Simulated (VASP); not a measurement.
Input of a VASP 6.6.1 run:

Contents of INCAR:

```
  ALGO = Normal
  EDIFF = 1E-7
  EDIFFG = -0.15
  ENCUT = 520
  GGA = PE
  IBRION = 2
  ISIF = 3
  ISMEAR = 0
  LASPH = True
  LCHARG = False
  LREAL = False
  LWAVE = False
  NELM = 80
  NSW = 80
  PREC = Accurate
  SIGMA = 0.02
```

KPOINTS

```
k-points
0
Gamma
  10 10 10
```

The input POSCAR:

```
InP                                     
1.0
    0.0000000000      2.9788988845      2.9788988845
    2.9788988845      0.0000000000      2.9788988845
    2.9788988845      2.9788988845      0.0000000000
  In              P             
     1     1
Direct
     0.0000000000000000    0.0000000000000000    0.0000000000000000
     0.2500000000000000    0.2500000000000000    0.2500000000000000
```

Potentials or basis: VASP PAW PBE potentials, release 64 (In_d, P).

The run is started by

```console
$ cat potpaw_PBE.64/In_d/POTCAR potpaw_PBE.64/P/POTCAR > POTCAR
$ mpirun -np 1 vasp_std > vasp.out
```

(1) Predict the band gap on the k mesh.

## Answers

(1) 0.44 eV, direct.

Caveat: the relaxation stopped at its first step, so nothing moved; spin-orbit coupling is left out, which moves the levels of the heavy elements.
